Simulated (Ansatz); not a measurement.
The polar optical mode of RbBr at 2 GPa, worked through

All numbers below come from Ansatz, DFT PBE, scalar-relativistic, plane waves, PAW. Cutoff 420 eV, 6×6×6 k-points (Γ-centred), fixed occupations. No spin polarisation. Phonons by linear response, acoustic sum rule imposed.

The cell, relaxed at 2 GPa:
```yaml
crystal:
  lattice:
    - [4.04604, 0.00000, 0.00000]
    - [0.00000, 4.04604, 0.00000]
    - [0.00000, 0.00000, 4.04604]
  atoms:
    - { symbol: Rb, position: [0.00000, 0.00000, 0.00000] }
    - { symbol: Br, position: [0.50000, 0.50000, 0.50000] }
```

Linear response gives ν_TO = 86.2 cm⁻¹, Born charges ±1.234 e (positive on Rb) and ε∞ = 2.983. The primitive cell holds 66.236 Å³, and the masses are 85.468 and 79.904 amu.

Question: Find ν_LO and the static dielectric constant.

Answer: The long-wave field adds a restoring force: ω_LO² − ω_TO² = Z*²e²/(ε_vac ε∞ μV). In these units ν_LO² − ν_TO² = 4.92064×10⁷ Z*²/(μ V ε∞) cm⁻², with μ = m₁m₂/(m₁ + m₂) = 41.296 amu: 9183 cm⁻². So ν_LO = √(86.2² + 9183) = 128.9 cm⁻¹, and the run gives 128.9. Lyddane–Sachs–Teller then gives ε0 = ε∞ (ν_LO/ν_TO)² = 6.67, against 6.67 in the run (it forms both from the same three quantities, so the match checks the arithmetic only). Between ν_TO and ν_LO the dielectric function is negative and an undamped crystal reflects fully: a reststrahlen band from 77.6 to 115.9 μm.

Question: What do the Clausius–Mossotti polarisability and the Szigeti charge come to?

Answer: With the Lorentz local field, α = (3V/4π)(ε∞ − 1)/(ε∞ + 2) = 6.29 Å³ for the pair, and e_S = 3Z*/(ε∞ + 2) = 0.74 e. The Born charge includes the electrons' response to the dipole's own local field, and e_S takes that enhancement out. The Lorentz field assumes point-like polarisable ions, a fair picture at this small ε∞.

Question: How strongly does a slow electron couple to the LO mode?

Answer: For one isotropic parabolic band, Fröhlich's constant is α_F = (1/ε∞ − 1/ε0) √(m* Ry/ħω_LO), with Ry = 13.606 eV, ħω_LO = 16.0 meV and m* in free-electron masses: α_F = 0.1852 × 29.18 × √m* = 5.40 √m*. The band mass isn't part of this run; for m* = 0.1, 0.3 and 1 it gives 1.71, 2.96, 5.40. In weak coupling the polaron lies α_F ħω_LO below the band edge (47 meV at m* = 0.3) with a mass m*(1 + α_F/6); past α_F of about 5 or 6 that expansion fails. A semilocal functional's ε∞ tends to be too large, which taken alone lowers α_F.

This CsCl-type form isn't the usual stable structure of the compound at low pressure.